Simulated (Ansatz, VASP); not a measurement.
# Two plane-wave programs on I

```
I
1.0
    -1.62015    1.62015    4.27191
     1.62015   -1.62015    4.27191
     1.62015    1.62015   -4.27191
I
1
Direct
  0.00000 0.00000 0.00000
```

Alike in both runs: task single point; functional PBEsol; dispersion D3(BJ); k mesh 8 × 8 × 8; occupations methfessel-paxton of order 1, width 0.01 eV; no spin polarisation.

```csv
,VASP,Ansatz
version,VASP 6.6.1,Ansatz 0.2.0
potentials or method,"VASP PAW PBE potentials, release 64 (I)","plane waves, PAW"
plane-wave cutoff (eV),520,540
valence electrons in the cell,7,17
```

|  | VASP | Ansatz | Ansatz less VASP |
| --- | --- | --- | --- |
| pressure (GPa) | -2.5 | -2.5 | +0.01 |
| largest component of the traceless stress (GPa) | 0.86 | 0.85 | -0.004 |
| dispersion energy (meV/atom) | -267.9 | -268.0 | -0.08 |

The two sets of potentials don't hold the same shells in valence. Ansatz warned: «stress_scf_threshold_loose».

Caveats: the PAW data sets were made with another functional, which shifts forces and pressure a little (VASP); an odd number of electrons without spin polarisation forces a metal; a magnetic or distorted state may lie lower; pairwise dispersion overbinds metals, which lowers pressure and volume. Spin-orbit coupling is left out, which matters for the levels of I.
